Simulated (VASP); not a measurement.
# Zr (P6/mmm) in VASP: single point with r2SCAN

Aim: the single point of Zr with r2SCAN.

Everything below comes from runs of VASP 6.6.1. Logs are shortened: lines on timing, memory, paths and dates and some standing lists are left out, and cuts for length are marked.

## Step 1: The cell of the first run

It takes space group P6/mmm (No. 191, hexagonal). The conventional cell has a = 5.039 Å, b = 5.039 Å, c = 3.158 Å, α = 90.00°, β = 90.00°, γ = 120.00°. Zr (site symmetry -6m2) is surrounded by 11 Zr at 2.91 to 3.31 Å. Zr (site symmetry 6/mmm) is surrounded by 14 Zr at 3.16 to 3.31 Å.

The cell was built by a generator and needn't be a form met in nature.

## Step 2: Single point, r2SCAN (relaxed again under DFT r2SCAN, scalar-relativistic, plane waves, PAW)

Input file POSCAR:

```
Zr
1.0
    5.0385462870      0.0000000000      0.0000000000
   -2.5192731435      4.3635090827      0.0000000000
    0.0000000000      0.0000000000      3.1579324583
Zr
3
Direct
    0.6666666667      0.3333333333      0.5000000000
    0.3333333333      0.6666666667      0.5000000000
    0.0000000000      0.0000000000      0.0000000000
```

Input file INCAR.step1:

```
  ALGO = Normal
  EDIFF = 1E-4
  ENCUT = 520
  GGA = PE
  ISMEAR = 0
  LASPH = True
  LCHARG = False
  LREAL = False
  LWAVE = True
  NBANDS = 25
  NELM = 60
  PREC = Accurate
  SIGMA = 0.1
```

Input file INCAR.step2:

```
  ALGO = Normal
  EDIFF = 1E-6
  ENCUT = 520
  ISIF = 2
  ISMEAR = 0
  ISTART = 1
  LASPH = True
  LCHARG = True
  LELF = True
  LMIXTAU = True
  LREAL = False
  LVHAR = True
  LWAVE = False
  METAGGA = R2SCAN
  NBANDS = 25
  NELM = 60
  PREC = Accurate
  SIGMA = 0.1
```

Input file KPOINTS:

```
k-points
0
Gamma
  12 12 14
```

Potentials or basis: VASP PAW PBE potentials, release 64 (Zr_sv).

Started as:

```console
> cat potpaw_PBE.64/Zr_sv/POTCAR > POTCAR
> cp INCAR.step1 INCAR
> mpirun -np 1 vasp_std > vasp.out
> cp INCAR.step2 INCAR
> mpirun -np 1 vasp_std > vasp.out
```

OUTCAR:

```text
EDIFF = 1E-6
   ENCUT = 520
   ISIF = 2
   ISMEAR = 0
   ISTART = 1
   LASPH = True
   LREAL = False
   METAGGA = R2SCAN
   NELM = 60
   PREC = Accurate

 ion  position               nearest neighbor table
   1  0.667  0.333  0.500-   2 2.91   2 2.91   2 2.91   3 3.31   3 3.31   3 3.31   3 3.31   3 3.31
                             3 3.31
   2  0.333  0.667  0.500-   1 2.91   1 2.91   1 2.91   3 3.31   3 3.31   3 3.31   3 3.31   3 3.31
                             3 3.31
   3  0.000  0.000  0.000-   1 3.31   2 3.31   1 3.31   2 3.31   1 3.31   1 3.31   2 3.31   2 3.31
                             1 3.31   1 3.31   2 3.31   2 3.31

  LATTYP: Found a hexagonal cell.
 ALAT       =     5.0385462870
 C/A-ratio  =     0.6267546785

  Lattice vectors:

 A1 = (   5.0385462870,   0.0000000000,   0.0000000000)
 A2 = (  -2.5192731435,   4.3635090827,   0.0000000000)
 A3 = (   0.0000000000,   0.0000000000,   3.1579324583)

Analysis of symmetry for initial positions (statically):
=====================================================================
 Subroutine PRICEL returns:
 Original cell was already a primitive cell.

 Routine SETGRP: Setting up the symmetry group for a
 hexagonal supercell.

 Subroutine GETGRP returns: Found 24 space group operations
 (whereof 24 operations were pure point group operations)
 out of a pool of 24 trial point group operations.

The static configuration has the point symmetry D_6h.

Analysis of symmetry for dynamics (positions and initial velocities):
=====================================================================
 Subroutine PRICEL returns:
 Original cell was already a primitive cell.

 Routine SETGRP: Setting up the symmetry group for a
 hexagonal supercell.

 Subroutine GETGRP returns: Found 24 space group operations
 (whereof 24 operations were pure point group operations)
 out of a pool of 24 trial point group operations.

The dynamic configuration has the point symmetry D_6h.

 Subroutine INISYM returns: Found 24 space group operations
 (whereof 24 operations are pure point group operations),
 and found     1 'primitive' translations

----------------------------------------------------------------------------------------

                                     Primitive cell

  volume of cell :      69.4295

  direct lattice vectors                    reciprocal lattice vectors
     5.038546287  0.000000000  0.000000000     0.198469944  0.114586676  0.000000000
    -2.519273143  4.363509083  0.000000000     0.000000000  0.229173351  0.000000000
     0.000000000  0.000000000  3.157932458     0.000000000  0.000000000  0.316662884

  length of vectors
     5.038546287  5.038546287  3.157932458     0.229173351  0.229173351  0.316662884

  position of ions in fractional coordinates (direct lattice)
     0.666666667  0.333333333  0.500000000
     0.333333333  0.666666667  0.500000000
     0.000000000  0.000000000  0.000000000

  ion indices of the primitive-cell ions
   primitive index   ion index
                 1           1
                 2           2
                 3           3

----------------------------------------------------------------------------------------

 KPOINTS: k-points

Automatic generation of k-mesh.
 Grid dimensions read from file:
 generate k-points for:   12   12   14

 Generating k-lattice:

  Cartesian coordinates                     Fractional coordinates (reciprocal lattice)
     0.016539162  0.009548890  0.000000000     0.083333333  0.000000000  0.000000000
     0.000000000  0.019097779  0.000000000     0.000000000  0.083333333  0.000000000
     0.000000000  0.000000000  0.022618777     0.000000000  0.000000000  0.071428571

  Length of vectors
     0.019097779  0.019097779  0.022618777

  Shift w.r.t. Gamma in fractional coordinates (k-lattice)
     0.000000000  0.000000000  0.000000000

 Subroutine IBZKPT returns following result:
 ===========================================

 Found    152 irreducible k-points:

 Following reciprocal coordinates:
            Coordinates               Weight
  0.000000  0.000000  0.000000      1.000000
  0.083333  0.000000  0.000000      6.000000
  0.166667  0.000000  0.000000      6.000000
  0.250000  0.000000  0.000000      6.000000
  0.333333  0.000000  0.000000      6.000000
  0.416667 -0.000000  0.000000      6.000000
[... 16 lines left out ...]
  0.250000  0.000000  0.071429     12.000000
  0.333333  0.000000  0.071429     12.000000
 [... further k-points ...]
   k-points           NKPTS =    152   k-points in BZ     NKDIM =    152   number of bands    NBANDS=     25
   number of dos      NEDOS =    301   number of ions     NIONS =      3
   total plane-waves  NPLWV =  38400
   dimension x,y,z NGX =    40 NGY =   40 NGZ =   24
   dimension x,y,z NGXF=    80 NGYF=   80 NGZF=   48
   ions per type =               3
   NGX,Y,Z   is equivalent  to a cutoff of  13.20, 13.20, 12.63 a.u.
   NGXF,Y,Z  is equivalent  to a cutoff of  26.40, 26.40, 25.27 a.u.
 SYSTEM =  unknown system
   PREC   = accura    normal or accurate (medium, high low for compatibility)
   ISTART =      1    job   : 0-new  1-cont  2-samecut
   ICHARG =      0    charge: 1-file 2-atom 10-const
   ISPIN  =      1    spin polarized calculation?
   LNONCOLLINEAR =      F non collinear calculations
   LSORBIT =      F    spin-orbit coupling
   LASPH  =      T    aspherical Exc in radial PAW
   ENCUT  =  520.0 eV  38.22 Ry    6.18 a.u.   9.37  9.37  5.87*2*pi/ulx,y,z
   NELM   =     60;   NELMIN=  2; NELMDL=  0     # of ELM steps
   EDIFF  = 0.1E-05   stopping-criterion for ELM
   LREAL  =      F    real-space projection
   EDIFFG = 0.1E-04   stopping-criterion for IOM
   NSW    =      0    number of steps for IOM
   IBRION =     -1    ionic relax: 0-MD 1-quasi-New 2-CG
   NFREE  =      0    steps in history (QN), initial steepest desc. (CG)
   ISIF   =      2    stress and relaxation
   ISYM   =      2    0-nonsym 1-usesym 2-fastsym
   POTIM  = 0.5000    time-step for ionic-motion
   TEBEG  =    0.0;   TEEND  =   0.0 temperature during run
   PSTRESS=    0.0 pullay stress
   NELECT =      36.0000    total number of electrons
   NUPDOWN=      -1.0000    fix difference up-down
   EMIN   =  10.00;   EMAX   =-10.00  energy-range for DOS
   EFERMI =   0.00;   METHOD = LEGACY
   ISMEAR =     0;   SIGMA  =   0.10  broadening in eV -4-tet -1-fermi 0-gaus
   EFERMI_NEDOS =   21; number of points for ismear=-14 and -15
   IALGO  =     38    algorithm
   IMIX   =      4    mixing-type and parameters
     AMIX     =   0.40;   BMIX     =  1.00
     AMIX_MAG =   1.60;   BMIX_MAG =  1.00
  volume/ion in A,a.u.               =      23.14       156.18
  Fermi-wavevector in a.u.,A,eV,Ry     =   1.315208  2.485382 23.534967  1.729771
  Thomas-Fermi vector in A             =   2.445407
   LORBIT       =      0    0 simple, 1 ext, 2 COOP (PROOUT), +10 PAW based schemes
   METAGGA = R2SCAN    functional components
   LHFCALC =     F    Hartree Fock is set to
   AEXX    =    0.0000 exact exchange contribution
   IVDW    =     0    specifies the selected vdW correction
   LEPSILON=     F    determine dielectric tensor
   LRPA    =     F    only Hartree local field effects (RPA)
 non-spin polarized calculation
 Gauss-broadening in eV      SIGMA  =   0.10
  energy-cutoff  :      520.00
  volume of cell :       69.43
 maximum number of plane-waves:      1898
 NGX is ok and might be reduce to    40
   NGX = 19   NGY = 19   NGZ = 11

 number of electron      36.0000000 magnetization

 Free energy of the ion-electron system (eV)
  ---------------------------------------------------
  ext. energy  EPLUGINS =         0.00000000
  ---------------------------------------------------
  free energy    TOTEN  =       -68.29382908 eV

  energy without entropy =      -68.28062004  energy(sigma->0) =      -68.28722456

 E-fermi :   9.0041     XC(G=0): -11.9852

 val. band max:        9.0031232091   @ k =   0.4167   0.0833   0.1429
 cond. band min:       9.0048865725   @ k =   0.4167  -0.0000   0.1429
 fundamental gap:      0.0017633635
 Fermi energy:         9.0041361865

 k-point     1 :       0.0000    0.0000    0.0000
  band No.  band energies     occupation
      1     -41.6175      2.00000
      2     -41.3520      2.00000
      3     -41.1517      2.00000
      4     -19.0805      2.00000
      5     -19.0805      2.00000
      6     -19.0548      2.00000
[... 17 lines left out ...]
     24      11.3798      0.00000
     25      11.4437      0.00000

 k-point     2 :       0.0833    0.0000    0.0000
  band No.  band energies     occupation
      1     -41.6160      2.00000
      2     -41.3502      2.00000
      3     -41.1551      2.00000
      4     -19.1540      2.00000
      5     -19.1420      2.00000
      6     -18.9791      2.00000
[... 17 lines left out ...]
     24      11.0892      0.00000
     25      11.7957      0.00000

 k-point     3 :       0.1667    0.0000    0.0000
  band No.  band energies     occupation
      1     -41.6122      2.00000
      2     -41.3446      2.00000
      3     -41.1650      2.00000
      4     -19.2316      2.00000
      5     -19.1818      2.00000
      6     -18.8957      2.00000
[... 17 lines left out ...]
     24      11.1134      0.00000
     25      12.2057      0.00000

 k-point     4 :       0.2500    0.0000    0.0000
  band No.  band energies     occupation
      1     -41.6071      2.00000
      2     -41.3350      2.00000
      3     -41.1804      2.00000
      4     -19.2975      2.00000
      5     -19.1825      2.00000
      6     -18.8214      2.00000
[... 17 lines left out ...]
     24      11.4759      0.00000
     25      12.6274      0.00000

 k-point     5 :       0.3333    0.0000    0.0000
  band No.  band energies     occupation
      1     -41.6022      2.00000
      2     -41.3219      2.00000
      3     -41.1991      2.00000
      4     -19.3474      2.00000
      5     -19.1429      2.00000
      6     -18.7716      2.00000
[... 17 lines left out ...]
     24      11.9403      0.00000
     25      12.6384      0.00000

 k-point     6 :       0.4167   -0.0000    0.0000
  band No.  band energies     occupation
      1     -41.5987      2.00000
      2     -41.3081      2.00000
      3     -41.2169      2.00000
      4     -19.3786      2.00000
      5     -19.0698      2.00000
      6     -18.8336      2.00000
[... 17 lines left out ...]
     24      12.0491      0.00000
     25      12.4732      0.00000
[... 393 lines left out ...]
 k-point    21 :       0.0833    0.0000    0.0714
  band No.  band energies     occupation
      1     -41.6123      2.00000
      2     -41.3481      2.00000
      3     -41.1523      2.00000
      4     -19.1468      2.00000
      5     -19.1350      2.00000
      6     -18.9748      2.00000
[... 17 lines left out ...]
     24      11.1289      0.00000
     25      11.9211      0.00000

 k-point    22 :       0.1667    0.0000    0.0714
  band No.  band energies     occupation
      1     -41.6086      2.00000
      2     -41.3423      2.00000
      3     -41.1622      2.00000
      4     -19.2229      2.00000
      5     -19.1742      2.00000
      6     -18.8936      2.00000
[... 17 lines left out ...]
     24      11.1167      0.00000
     25      12.3071      0.00000

 k-point    23 :       0.2500    0.0000    0.0714
  band No.  band energies     occupation
      1     -41.6037      2.00000
      2     -41.3325      2.00000
      3     -41.1776      2.00000
      4     -19.2876      2.00000
      5     -19.1756      2.00000
      6     -18.8215      2.00000
[... 17 lines left out ...]
     24      11.4303      0.00000
     25      12.7430      0.00000

 k-point    24 :       0.3333    0.0000    0.0714
  band No.  band energies     occupation
      1     -41.5990      2.00000
      2     -41.3192      2.00000
      3     -41.1963      2.00000
      4     -19.3368      2.00000
      5     -19.1380      2.00000
      6     -18.7790      2.00000
[... 17 lines left out ...]
     24      11.8851      0.00000
     25      12.5959      0.00000

 [... further k-points ...]

------------------------ aborting loop because EDIFF is reached ----------------------------------------

  FORCE on cell =-STRESS in cart. coord.  units (eV):
  Direction    XX          YY          ZZ          XY          YZ          ZX
  --------------------------------------------------------------------------------------
  -------------------------------------------------------------------------------------
  Total        0.0056315      0.0056315     -0.0129015      0.0000000      0.0000000      0.0000000
  in kB        0.1299548      0.1299548     -0.2977191      0.0000000      0.0000000      0.0000000
  external PRESSURE =      -0.0126031 kB  Pullay stress =       0.0000000 kB

 VOLUME and BASIS-vectors are now :
 -----------------------------------------------------------------------------
  energy-cutoff  :      520.00
  volume of cell :       69.43
      direct lattice vectors                 reciprocal lattice vectors
     5.038546287  0.000000000  0.000000000     0.198469944  0.114586676  0.000000000
    -2.519273143  4.363509083  0.000000000     0.000000000  0.229173351  0.000000000
     0.000000000  0.000000000  3.157932458     0.000000000  0.000000000  0.316662884

 POSITION                                       TOTAL-FORCE (eV/Angst)
 -----------------------------------------------------------------------------------
      2.51927      1.45450      1.57897         0.000000     -0.000000      0.000000
     -0.00000      2.90901      1.57897        -0.000000      0.000000     -0.000000
      0.00000      0.00000      0.00000         0.000000     -0.000000      0.000000
 -----------------------------------------------------------------------------------
    total drift:                                0.000000      0.000000      0.000000

  FREE ENERGIE OF THE ION-ELECTRON SYSTEM (eV)
  ---------------------------------------------------
  free  energy   TOTEN  =       -68.2938290799 eV

  energy  without entropy=      -68.2806200392  energy(sigma->0) =      -68.28722456
```

Wall time 11 min (1 thread of Intel Xeon 6975P-C (Granite Rapids), shared host); peak memory 0.33 GiB.

Results:

```yaml
Free_energy: -68.2938 eV
Pressure: 0.0 GPa
Band_gap_on_the_k_mesh: none (metal or under the smearing width)
```

Caveat: the PAW data sets were made with another functional, which shifts forces and pressure a little.
